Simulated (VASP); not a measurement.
# InAs (F-43m) in VASP: a series of runs

One crystal, InAs, is run at these levels: PBE; tasks: relaxation of cell and atoms, relaxation of the atoms.

Everything below comes from runs of VASP 6.6.1. Logs are shortened: lines on timing, memory, paths and dates and some standing lists are left out, and cuts for length are marked.

**Experimental background.**

A printed reference work, data compilation reports, for a bulk crystal of InAs at 4.2 K: band gap 0.418 eV (direct).

How close the calculation comes is told below.

**1. The crystal as given**

Symmetry: F-43m, No. 216, cubic system. Conventional cell: a = 6.188 Å, b = 6.188 Å, c = 6.188 Å, α = 90.00°, β = 90.00°, γ = 90.00°. In (site symmetry -43m) has 4 As at 2.68 Å as nearest neighbours. Around As (site symmetry -43m) lie 4 In at 2.68 Å.

**2. Relaxation of cell and atoms, PBE**

INCAR

```
PREC = Accurate
ENCUT = 600
EDIFF = 1E-7
ISMEAR = 0
SIGMA = 0.03
LREAL = False
LASPH = True
NELM = 80
ALGO = Normal
ISIF = 3
LWAVE = False
LCHARG = False
GGA = PE
IBRION = 2
NSW = 90
EDIFFG = -0.005
```

KPOINTS

```
regular mesh
0
Gamma
  10 10 10
```

POSCAR

```
InAs                                    
1.0
    0.0000000000      3.0941320029      3.0941320029
    3.0941320029      0.0000000000      3.0941320029
    3.0941320029      3.0941320029     -0.0000000000
  In              As            
     1     1
Direct
     0.0000000000000000    0.0000000000000000    0.0000000000000000
     0.2500000000000000    0.2500000000000000    0.2500000000000000
```

Potentials or basis: VASP PAW PBE potentials, release 64 (In_d, As).

Started as:

```bash
$ cat potpaw_PBE.64/In_d/POTCAR potpaw_PBE.64/As/POTCAR > POTCAR
$ mpirun -np 1 vasp_std > vasp.out
```

OUTCAR:

```text
PREC = Accurate
   ENCUT = 600
   EDIFF = 1E-7
   ISMEAR = 0
   LREAL = False
   LASPH = True
   NELM = 80
   ISIF = 3
   GGA = PE
   IBRION = 2
   NSW = 90
   EDIFFG = -0.005

 ion  position               nearest neighbor table
   1  0.000  0.000  0.000-   2 2.68   2 2.68   2 2.68   2 2.68
   2  0.250  0.250  0.250-   1 2.68   1 2.68   1 2.68   1 2.68

  LATTYP: Found a face centered cubic cell.
 ALAT       =     6.1882640058

  Lattice vectors:

 A1 = (   0.0000000000,   3.0941320029,   3.0941320029)
 A2 = (   3.0941320029,   0.0000000000,   3.0941320029)
 A3 = (   3.0941320029,   3.0941320029,   0.0000000000)

Analysis of symmetry for initial positions (statically):
=====================================================================
 Subroutine PRICEL returns:
 Original cell was already a primitive cell.

 Routine SETGRP: Setting up the symmetry group for a
 face centered cubic supercell.

 Subroutine GETGRP returns: Found 24 space group operations
 (whereof 24 operations were pure point group operations)
 out of a pool of 48 trial point group operations.

The static configuration has the point symmetry T_d .

Analysis of symmetry for dynamics (positions and initial velocities):
=====================================================================
 Subroutine PRICEL returns:
 Original cell was already a primitive cell.

 Routine SETGRP: Setting up the symmetry group for a
 face centered cubic supercell.

 Subroutine GETGRP returns: Found 24 space group operations
 (whereof 24 operations were pure point group operations)
 out of a pool of 48 trial point group operations.

The dynamic configuration has the point symmetry T_d .

 Subroutine INISYM returns: Found 24 space group operations
 (whereof 24 operations are pure point group operations),
 and found     1 'primitive' translations

----------------------------------------------------------------------------------------

                                     Primitive cell

  volume of cell :      59.2443

  direct lattice vectors                    reciprocal lattice vectors
     0.000000000  3.094132003  3.094132003    -0.161596208  0.161596208  0.161596208
     3.094132003  0.000000000  3.094132003     0.161596208 -0.161596208  0.161596208
     3.094132003  3.094132003  0.000000000     0.161596208  0.161596208 -0.161596208

  length of vectors
     4.375763442  4.375763442  4.375763442     0.279892843  0.279892843  0.279892843

  position of ions in fractional coordinates (direct lattice)
     0.000000000  0.000000000  0.000000000
     0.250000000  0.250000000  0.250000000

  ion indices of the primitive-cell ions
   primitive index   ion index
                 1           1
                 2           2

----------------------------------------------------------------------------------------

 KPOINTS: regular mesh

Automatic generation of k-mesh.
 Grid dimensions read from file:
 generate k-points for:   10   10   10

 Generating k-lattice:

  Cartesian coordinates                     Fractional coordinates (reciprocal lattice)
    -0.016159621  0.016159621  0.016159621     0.100000000  0.000000000  0.000000000
     0.016159621 -0.016159621  0.016159621     0.000000000  0.100000000  0.000000000
     0.016159621  0.016159621 -0.016159621     0.000000000  0.000000000  0.100000000

  Length of vectors
     0.027989284  0.027989284  0.027989284

  Shift w.r.t. Gamma in fractional coordinates (k-lattice)
     0.000000000  0.000000000  0.000000000

 Subroutine IBZKPT returns following result:
 ===========================================

 Found     47 irreducible k-points:

 Following reciprocal coordinates:
            Coordinates               Weight
  0.000000  0.000000  0.000000      1.000000
  0.100000  0.000000  0.000000      8.000000
  0.200000  0.000000  0.000000      8.000000
  0.300000  0.000000  0.000000      8.000000
  0.400000  0.000000  0.000000      8.000000
  0.500000  0.000000  0.000000      4.000000
[... 16 lines left out ...]
  0.300000  0.300000  0.000000      6.000000
  0.400000  0.300000  0.000000     24.000000
 [... further k-points ...]
   k-points           NKPTS =     47   k-points in BZ     NKDIM =     47   number of bands    NBANDS=     13
   number of dos      NEDOS =    301   number of ions     NIONS =      2
   total plane-waves  NPLWV =  46656
   dimension x,y,z NGX =    36 NGY =   36 NGZ =   36
   dimension x,y,z NGXF=    72 NGYF=   72 NGZF=   72
   ions per type =               1   1
   NGX,Y,Z   is equivalent  to a cutoff of  13.68, 13.68, 13.68 a.u.
   NGXF,Y,Z  is equivalent  to a cutoff of  27.35, 27.35, 27.35 a.u.
 SYSTEM =  unknown system
   PREC   = accura    normal or accurate (medium, high low for compatibility)
   ISTART =      0    job   : 0-new  1-cont  2-samecut
   ICHARG =      2    charge: 1-file 2-atom 10-const
   ISPIN  =      1    spin polarized calculation?
   LNONCOLLINEAR =      F non collinear calculations
   LSORBIT =      F    spin-orbit coupling
   LASPH  =      T    aspherical Exc in radial PAW
   ENCUT  =  600.0 eV  44.10 Ry    6.64 a.u.   8.74  8.74  8.74*2*pi/ulx,y,z
   NELM   =     80;   NELMIN=  2; NELMDL= -5     # of ELM steps
   EDIFF  = 0.1E-06   stopping-criterion for ELM
   LREAL  =      F    real-space projection
   EDIFFG = -.5E-02   stopping-criterion for IOM
   NSW    =     90    number of steps for IOM
   IBRION =      2    ionic relax: 0-MD 1-quasi-New 2-CG
   NFREE  =      1    steps in history (QN), initial steepest desc. (CG)
   ISIF   =      3    stress and relaxation
   ISYM   =      2    0-nonsym 1-usesym 2-fastsym
   POTIM  = 0.5000    time-step for ionic-motion
   TEBEG  =    0.0;   TEEND  =   0.0 temperature during run
   PSTRESS=    0.0 pullay stress
   NELECT =      18.0000    total number of electrons
   NUPDOWN=      -1.0000    fix difference up-down
   EMIN   =  10.00;   EMAX   =-10.00  energy-range for DOS
   EFERMI =   0.00;   METHOD = LEGACY
   ISMEAR =     0;   SIGMA  =   0.03  broadening in eV -4-tet -1-fermi 0-gaus
   EFERMI_NEDOS =   21; number of points for ismear=-14 and -15
   IALGO  =     38    algorithm
   IMIX   =      4    mixing-type and parameters
     AMIX     =   0.40;   BMIX     =  1.00
     AMIX_MAG =   1.60;   BMIX_MAG =  1.00
  volume/ion in A,a.u.               =      29.62       199.90
  Fermi-wavevector in a.u.,A,eV,Ry     =   1.100568  2.079772 16.480052  1.211250
  Thomas-Fermi vector in A             =   2.236981
   LORBIT       =      0    0 simple, 1 ext, 2 COOP (PROOUT), +10 PAW based schemes
   GGA     = PE    functional components
   LHFCALC =     F    Hartree Fock is set to
   AEXX    =    0.0000 exact exchange contribution
   IVDW    =     0    specifies the selected vdW correction
   LEPSILON=     F    determine dielectric tensor
   LRPA    =     F    only Hartree local field effects (RPA)
 conjugate gradient relaxation of ions
 non-spin polarized calculation
 Gauss-broadening in eV      SIGMA  =   0.03
  energy-cutoff  :      600.00
  volume of cell :       59.24
 maximum number of plane-waves:      2006
   NGX = 17   NGY = 17   NGZ = 17

 number of electron      17.9999997 magnetization

 Free energy of the ion-electron system (eV)
  ---------------------------------------------------
  ext. energy  EPLUGINS =         0.00000000
  ---------------------------------------------------
  free energy    TOTEN  =        -7.71902006 eV

  energy without entropy =       -7.71897378  energy(sigma->0) =       -7.71899692

 E-fermi :   3.8424     XC(G=0):  -8.7924

 val. band max:        3.8332687792   @ k =   0.0000   0.0000   0.0000
 cond. band min:       4.5766863480   @ k =   0.1000   0.0000   0.0000
 fundamental gap:      0.7434175688
 Fermi energy:         3.8424057971

 k-point     1 :       0.0000    0.0000    0.0000
  band No.  band energies     occupation
      1     -10.4330      2.00000
      2     -10.4330      2.00000
      3     -10.4330      2.00000
      4     -10.3335      2.00000
      5     -10.3335      2.00000
      6      -7.6033      2.00000
      7       3.2865      2.00000
      8       3.8333      1.33334
      9       3.8333      1.33333
     10       3.8333      1.33333
     11       7.7058      0.00000
     12       7.7058      0.00000
     13       7.7058      0.00000

 k-point     2 :       0.1000    0.0000    0.0000
  band No.  band energies     occupation
      1     -10.4425      2.00000
      2     -10.4300      2.00000
      3     -10.4300      2.00000
      4     -10.3335      2.00000
      5     -10.3335      2.00000
      6      -7.5119      2.00000
      7       2.2291      2.00000
      8       3.7195      2.00000
      9       3.7195      2.00000
     10       4.5767      0.00000
     11       7.7416      0.00000
     12       7.8781      0.00000
     13       7.8781      0.00000

 k-point     3 :       0.2000    0.0000    0.0000
  band No.  band energies     occupation
      1     -10.4666      2.00000
      2     -10.4227      2.00000
      3     -10.4227      2.00000
      4     -10.3331      2.00000
      5     -10.3331      2.00000
      6      -7.2528      2.00000
      7       0.8886      2.00000
      8       3.4609      2.00000
      9       3.4609      2.00000
     10       4.9230      0.00000
     11       8.2314      0.00000
     12       8.2314      0.00000
     13       8.2797      0.00000
[... 305 lines left out ...]
 k-point    23 :       0.3000    0.3000    0.0000
  band No.  band energies     occupation
      1     -10.5306      2.00000
      2     -10.3921      2.00000
      3     -10.3921      2.00000
      4     -10.3510      2.00000
      5     -10.3217      2.00000
      6      -6.6324      2.00000
      7      -0.3905      2.00000
      8       2.2721      2.00000
      9       2.2721      2.00000
     10       5.8795      0.00000
     11       6.4210      0.00000
     12      10.5390      0.00000
     13      10.5391      0.00000

 k-point    24 :       0.4000    0.3000    0.0000
  band No.  band energies     occupation
      1     -10.5467      2.00000
      2     -10.3863      2.00000
      3     -10.3845      2.00000
      4     -10.3530      2.00000
      5     -10.3199      2.00000
      6      -6.3328      2.00000
      7      -0.9632      2.00000
      8       1.8500      2.00000
      9       2.0911      2.00000
     10       5.9168      0.00000
     11       6.5294      0.00000
     12      10.2504      0.00000
     13      10.9430      0.00000

 [... further k-points ...]
[... 5 lines left out ...]
  --------------------------------------------------------------------------------------
  -------------------------------------------------------------------------------------
  Total        0.0091286      0.0091286      0.0091286      0.0000000      0.0000000     -0.0000000
  in kB        0.2468707      0.2468707      0.2468707      0.0000000      0.0000000     -0.0000000
  external PRESSURE =       0.2468707 kB  Pullay stress =       0.0000000 kB

 VOLUME and BASIS-vectors are now :
 -----------------------------------------------------------------------------
  energy-cutoff  :      600.00
  volume of cell :       59.24
      direct lattice vectors                 reciprocal lattice vectors
     0.000000000  3.094132003  3.094132003    -0.161596208  0.161596208  0.161596208
     3.094132003  0.000000000  3.094132003     0.161596208 -0.161596208  0.161596208
     3.094132003  3.094132003  0.000000000     0.161596208  0.161596208 -0.161596208

 POSITION                                       TOTAL-FORCE (eV/Angst)
 -----------------------------------------------------------------------------------
      0.00000      0.00000      0.00000        -0.000000     -0.000000     -0.000000
      1.54707      1.54707      1.54707         0.000000      0.000000      0.000000
 -----------------------------------------------------------------------------------
    total drift:                               -0.000000     -0.000000     -0.000000

  FREE ENERGIE OF THE ION-ELECTRON SYSTEM (eV)
  ---------------------------------------------------
  free  energy   TOTEN  =        -7.7190200632 eV

  energy  without entropy=       -7.7189737844  energy(sigma->0) =       -7.71899692

 reached required accuracy - stopping structural energy minimisation
```

Wall time 19 s (1 thread of Intel Xeon 6975P-C (Granite Rapids), shared host); peak memory 0.23 GiB.

Results:

* Free energy: -7.7190 eV
* Pressure after relaxing: 0.0 GPa
* Band gap on the k mesh: none (metal or under the smearing width)

Final structure:
```
CELL_PARAMETERS angstrom
0.00000 3.09413 3.09413
3.09413 0.00000 3.09413
3.09413 3.09413 0.00000
ATOMIC_POSITIONS crystal
In 0.00000 0.00000 0.00000
As 0.25000 0.25000 0.25000
```

Levels at points of the mesh, in eV from the Fermi level:
| k point | band 7 | band 8 | band 9 | band 10 | band 11 | band 12 |
| --- | --- | --- | --- | --- | --- | --- |
| (0.00, 0.00, 0.00) | -0.56 | -0.01 | -0.01 | -0.01 | 3.86 | 3.86 |
| (0.50, 0.00, 0.00) | -5.44 | -0.90 | -0.90 | 0.80 | 4.62 | 4.62 |
| (0.50, 0.50, 0.00) | -5.56 | -2.11 | -2.11 | 1.65 | 2.03 | 8.74 |

Caveat: the relaxation stopped at its first step, so nothing moved; this crystal is a semiconductor, whose small gap the functional closes, so the metal is an error of the method.

**3. Relaxation of the atoms, PBE (a relaxed cell with its volume scaled by 0.94)**

INCAR

```
PREC = Accurate
ENCUT = 600
EDIFF = 1E-7
ISMEAR = 0
SIGMA = 0.03
LREAL = False
LASPH = True
NELM = 80
ALGO = Fast
ISIF = 2
LWAVE = False
LCHARG = False
GGA = PE
IBRION = 2
NSW = 40
EDIFFG = -0.01
```

KPOINTS is that of step 2.

POSCAR

```
InAs                                    
1.0
    0.0000000000      3.0309687286      3.0309687286
    3.0309687286      0.0000000000      3.0309687286
    3.0309687286      3.0309687286      0.0000000000
  In              As            
     1     1
Direct
     0.0000000000000000    0.0000000000000000    0.0000000000000000
     0.2500000000000000    0.2500000000000000    0.2500000000000000
```

Potentials or basis: VASP PAW PBE potentials, release 64 (In_d, As).

Started as:

```bash
$ cat potpaw_PBE.64/In_d/POTCAR potpaw_PBE.64/As/POTCAR > POTCAR
$ mpirun -np 1 vasp_std > vasp.out
```

It took 23 s on 1 thread of Intel Xeon 6975P-C (Granite Rapids), shared host; peak memory 0.23 GiB.

It converged, with:

| Property | Result |
| --- | --- |
| Free energy | -7.6818 eV |
| Pressure after relaxing | 3.5 GPa |
| Band gap on the k mesh | none (metal or under the smearing width) |

Final structure:
```yaml
crystal:
  lattice:
    - [0.00000, 3.03097, 3.03097]
    - [3.03097, 0.00000, 3.03097]
    - [3.03097, 3.03097, 0.00000]
  atoms:
    - { symbol: In, position: [0.00000, 0.00000, 0.00000] }
    - { symbol: As, position: [0.25000, 0.25000, 0.25000] }
```

Levels at points of the mesh, in eV from the Fermi level:
```tsv
k point	band 6	band 7	band 8	band 9	band 10	band 11	band 12	band 13
(0.00, 0.00, 0.00)	-11.82	-0.24	-0.01	-0.01	-0.01	3.90	3.90	3.90
(0.50, 0.00, 0.00)	-10.38	-5.73	-0.99	-0.99	0.93	4.66	4.66	6.84
(0.50, 0.50, 0.00)	-9.84	-5.81	-2.31	-2.31	1.55	2.05	9.14	9.21
```

Caveat: the relaxation stopped at its first step, so nothing moved.

(Part 1 of 2 ends here.)
